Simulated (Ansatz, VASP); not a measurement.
## MgI2 in VASP and in Ansatz

INCAR

```
SYSTEM = MgI2
PREC = Accurate
ENCUT = 520
EDIFF = 1E-6
ISMEAR = 0
SIGMA = 0.01
LREAL = .False.
LASPH = .True.
NELM = 100
ALGO = Normal
ISIF = 2
LWAVE = .False.
LCHARG = .False.
GGA = PE
NBANDS = 15
```

Contents of KPOINTS:

```
Automatic mesh
0
Gamma
  4 4 4
  0 0 0
```

The input POSCAR:

```
MgI2
1.0
    0.0000000000      3.7557205847      3.7557205847
    3.7557205847      0.0000000000      3.7557205847
    3.7557205847      3.7557205847      0.0000000000
Mg I
1 2
Direct
    0.0000000000      0.0000000000      0.0000000000
    0.2500000000      0.2500000000      0.2500000000
    0.7500000000      0.7500000000      0.7500000000
```

Input for Ansatz:

```yaml
crystal:
  lattice:
    - [0.0, 3.7557205847, 3.7557205847]
    - [3.7557205847, 0.0, 3.7557205847]
    - [3.7557205847, 3.7557205847, 0.0]
  atoms:
    - { symbol: Mg, position: [0.0, 0.0, 0.0] }
    - { symbol: I, position: [0.25, 0.25, 0.25] }
    - { symbol: I, position: [0.75, 0.75, 0.75] }
kpoints:
  mp_grid: { grid: [4, 4, 4] }
hamiltonian:
  xc: pbe
scf:
  occupations: { method: fixed }
  n_extra_bands: 4
  max_iter: 85
output:
  forces: true
  stress: true
  eigenvalues: true
basis:
  ecutrho_ratio: 8
```

Alike in both runs: task single point; functional PBE; k mesh 4 × 4 × 4; no spin polarisation.

```csv
,VASP,Ansatz
version,VASP 6.6.1,Ansatz 0.2.0
potentials or method,"VASP PAW PBE potentials, release 64 (Mg, I)",plane waves
plane-wave cutoff (eV),520,420
occupations,"gaussian, width 0.01 eV",fixed
valence electrons in the cell,16,44
```

```tsv
	VASP	Ansatz	Ansatz less VASP
gap on the k mesh at the Fermi level (eV)	0.58	0.61	+0.027
pressure (GPa)	0.2	0.2	+0.04
```

The two sets of potentials don't hold the same shells in valence.

Caveats: spin-orbit coupling is left out, which moves the levels of the heavy elements. A k mesh can miss the band edges.
